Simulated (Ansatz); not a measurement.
The system is BaTiO3.

```
Ba Ti O
1.0
     2.82767   -4.89766    0.00000
     5.65534    0.00000    0.00000
     2.82767   -1.63255    4.63546
Ba Ti O
2 2 6
Direct
  0.91779 0.96775 0.97384
  0.57743 0.65456 0.34893
  0.85544 0.70465 0.78241
  0.22545 0.19420 0.34593
  0.10784 0.46592 0.94252
  0.52682 0.06235 0.36076
  0.62665 0.39895 0.01957
  0.86137 0.04878 0.56098
  0.50458 0.98890 0.05292
  0.81793 0.53523 0.54825
```

Base run:

```yaml
Program: Ansatz 0.2.0
Functional: PBE
Potentials_or_basis: Ansatz PAW
Cutoff: "420 eV (not typed: the program's choice for these potentials)"
k_mesh: 10 × 10 × 10
Occupations: fermi-dirac, width 0.05 eV
Spin: no spin polarisation
```

Its results: band gap on the k mesh 0.37 eV, indirect (least direct gap 0.44 eV); pressure 64.7 GPa; largest force 20.279 eV/Å.

The run is repeated on the same cell with these changes: cutoff from 420 eV (not typed: the program's choice for these potentials) to 250 eV; k mesh from 10 × 10 × 10 to 6 × 6 × 6. What comes out?

Band gap on the k mesh 0.35 eV, indirect (least direct gap 0.41 eV); pressure 65.4 GPa; largest force 20.409 eV/Å.

Caveats: a pressure of tens of GPa on the cell as given is suspect, and the run, the potentials or the cell itself is likely at fault; spin-orbit coupling is left out, which moves the levels of the heavy elements; forces of over 1 eV/Å show positions far from the minimum, so gaps and moduli don't describe the material at rest; the pressure holds a Pulay correction of +78.2 GPa for the finite cutoff (some runs); the cutoff lies under the one recommended for these potentials (some runs).

A k mesh can miss the band edges.
